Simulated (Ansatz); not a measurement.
Ansatz input file:

```yaml
crystal:
  lattice:
    - [0.0, 2.134304865, 2.134304865]
    - [2.134304865, 0.0, 2.134304865]
    - [2.134304865, 2.134304865, 0.0]
  atoms:
    - { symbol: Nb, position: [0.5, 0.5, 0.5] }
    - { symbol: "N", position: [0.0, 0.0, 0.0] }
basis:
  ecutwfc: 420
kpoints:
  mp_grid: { grid: [16, 16, 16] }
hamiltonian:
  xc: pbe
scf:
  occupations: { method: gaussian, width: 0.1 }
output:
  forces: true
  stress: true
  eigenvalues: true
```

Command:
```bash
ansatz run input.yaml --threads 1 --pin off --max-ram 1331MiB --backend cpu --events-out ev --progress --plain --runs-dir out
```

These are results of Ansatz 0.2.0, DFT PBE, scalar-relativistic, plane waves, PAW, not measurements.

Part of what the program printed, abridged:

```
Pseudopotentials: kind: paw
Pseudopotential: Nb, paw, valence charge 13, recommended cutoff 420 eV (normal)
Pseudopotential: N, paw, valence charge 5, recommended cutoff 420 eV (normal)
Functional definition: PBE
Crystal: 2 atoms, lattice volume = 19.445 Å³
Basis set: ecut = 420 eV, 339 PW (Γ), exchange–correlation on 48×48×48 points (8 copies of the dense FFT grid, shifted against one another)
Bands: 13, of which v1, the nominal top of the filled ones, is band 9 counted from 1 (8 counted from 0)
Symmetry: 48 space group operations
Space group: Fm-3m (ITA 225), of the structure as read, at distance tolerance 2.7e-5 Å
k-points: 145 of 4096
Initial density: superposition of atomic densities (neutral atoms: chi_scale 0, normalization atom), corrected by the library's trained network
Initial wavefunctions: pseudopotential atomic-orbital guess
Functional: x = pbe(κ = 0.804, μ = 0.21951497), c = pbe(β = 0.06672455)
SCF iter   1: F=—  HF=-4937.959393 eV  |F-HF|=—  |Δ(HF+E_count)|=         —  Δρ=2.30e-3  dr2=5.33e-4  ethr=1.77e-3  ⟨swp⟩=5.0  Hψ=22060  notcnv=0  defer=13
automatic band count: the SCF goes on with 17 bands, as 13 were too few: the levels above may hold too much charge
SCF iter   2: F=—  HF=-4937.959400 eV  |F-HF|=—  |Δ(HF+E_count)|=   6.88e-6  Δρ=1.39e-3  dr2=2.25e-4  ethr=2.96e-6  ⟨swp⟩=2.2  Hψ=4342  notcnv=0  defer=16
SCF iter   3: F=—  HF=-4937.959461 eV  |F-HF|=—  |Δ(HF+E_count)|=   6.10e-5  Δρ=1.43e-4  dr2=3.12e-6  ethr=1.25e-6  ⟨swp⟩=2.5  Hψ=2812  notcnv=0  defer=16
SCF iter   4: F=—  HF=-4937.959459 eV  |F-HF|=—  |Δ(HF+E_count)|=   1.96e-6  Δρ=3.41e-5  dr2=9.20e-8  ethr=1.73e-8  ⟨swp⟩=2.3  Hψ=3240  notcnv=0  defer=16
SCF iter   5: F=-4937.959459 eV  HF=-4937.959459 eV  |F-HF|=9.90e-10  |Δ(HF+E_count)|=   8.24e-8  Δρ=6.14e-6  dr2=2.79e-9  ethr=5.11e-10  ⟨swp⟩=2.7  Hψ=3303  notcnv=0  defer=16
SCF iter   6: F=-4937.959459 eV  HF=-4937.959459 eV  |F-HF|=7.19e-11  |Δ(HF+E_count)|=  2.36e-10  Δρ=1.19e-6  dr2=1.14e-10  ethr=1.55e-11  ⟨swp⟩=4.2  Hψ=9283  notcnv=0
SCF 1 converged in 6 iterations: F = -4937.959459 eV  dr2 = 1.14e-10
SCF converged after 6 iterations
Free energy (F): -4937.959459 eV
Harris-Foulkes:  -4937.959459 eV  (|F-HF|=7.19e-11)
Internal energy: -4937.953716 eV  (E = F + TS)
E sigma→0 (E₀):  -4937.956587 eV
Entropy (-TS):   -0.005743 eV (-2.872 meV/atom)
Fermi energy:    22.649491 eV
--- Per-component energies (eV) ---
  E_band       = 23.285737
  E_kinetic    = 536.802169
  E_local      = -662.680279  (includes V_loc(G=0)·N_el)
  E_nonlocal   = 164.351217
  E_hartree    = 203.163854
  E_xc         = -239.653357
  E_vxc        = -294.870288  (∫ρ·V_xc dr)
  E_paw        = -3200.742939  (= ΣΔE_a)
  E_vpaw       = -126.644703  (= ΣTr[D̂ρ^β])
  E_aug_tail   = 0.000116  (compensation charges beyond the density's cutoff)
  E_ewald      = -1739.194496
  E_smearing   = -0.005743  (= −TS)
--- Forces (eV/Å), atoms counted from 1 ---
  atom   1  Nb     0.00000000     0.00000000     0.00000000
  atom   2  N      0.00000000     0.00000000     0.00000000
--- Stress (GPa, compression-positive) ---
       40.872635       0.000000       0.000000
        0.000000      40.872635       0.000000
        0.000000       0.000000      40.872635
  P = ⅓ Tr σ = 40.8726 GPa (408.726 kbar)
--- Band table (eV; the first three rows and the last of 145) ---
  k-point 0: bands = ["-33.7002", "-9.2619", "-9.2619", "-9.2619", "4.4749", "19.0435", "19.0435", "19.0435", "20.3940", "20.3940", "20.3940", "22.5107", "22.5107", "26.6812", "31.9316", "46.8768", "46.8768"]
  k-point 1: bands = ["-33.6927", "-9.3232", "-9.2665", "-9.2665", "4.5781", "18.5304", "18.6340", "18.6340", "20.5618", "20.5618", "20.6885", "22.9649", "22.9649", "26.9131", "32.2248", "45.8662", "46.3189"]
  k-point 2: bands = ["-33.6713", "-9.4942", "-9.2794", "-9.2794", "4.8727", "17.5404", "17.8396", "17.8396", "20.9275", "20.9275", "21.1284", "24.0202", "24.0202", "27.5220", "33.0346", "44.0957", "44.8697"]
  k-point 144: bands = ["-33.4333", "-10.0872", "-10.0872", "-9.7836", "5.8725", "15.4267", "16.3425", "16.3425", "22.5167", "22.5167", "25.8916", "26.7934", "27.8610", "35.3833", "35.3833", "35.6355", "40.1318"]
```

Self-consistency was reached.